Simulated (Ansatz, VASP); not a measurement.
## MgSe3: VASP beside Ansatz

```
CELL_PARAMETERS angstrom
4.77347 0.00000 0.00000
0.00000 4.77347 0.00000
0.00000 0.00000 4.77347
ATOMIC_POSITIONS crystal
Mg 0.00000 0.00000 0.00000
Se 0.00000 0.50000 0.50000
Se 0.50000 0.00000 0.50000
Se 0.50000 0.50000 0.00000
```

Alike in both runs: task single point; functional PBE; k mesh 4 × 4 × 4; occupations gaussian, width 0.1 eV; no spin polarisation.

```csv
,VASP,Ansatz
version,VASP 6.6.1,Ansatz 0.2.0
potentials or method,"VASP PAW PBE potentials, release 64 (Mg, Se)","scalar-relativistic, plane waves, PAW"
plane-wave cutoff (eV),520,420
valence electrons in the cell,20,58
```

Ansatz gave:

```
gap on the k mesh at the Fermi level (eV) : none
pressure (GPa)                            : -8.3
```

Q: What did VASP give for the same quantities?

A: gap on the k mesh at the Fermi level (eV): none; pressure (GPa): -8.4.

A gap of «none» marks a metal or a gap that the smearing closes. The functional is the same, so the differences come from potentials, cutoffs and numerics. The two sets of potentials don't hold the same shells in valence.
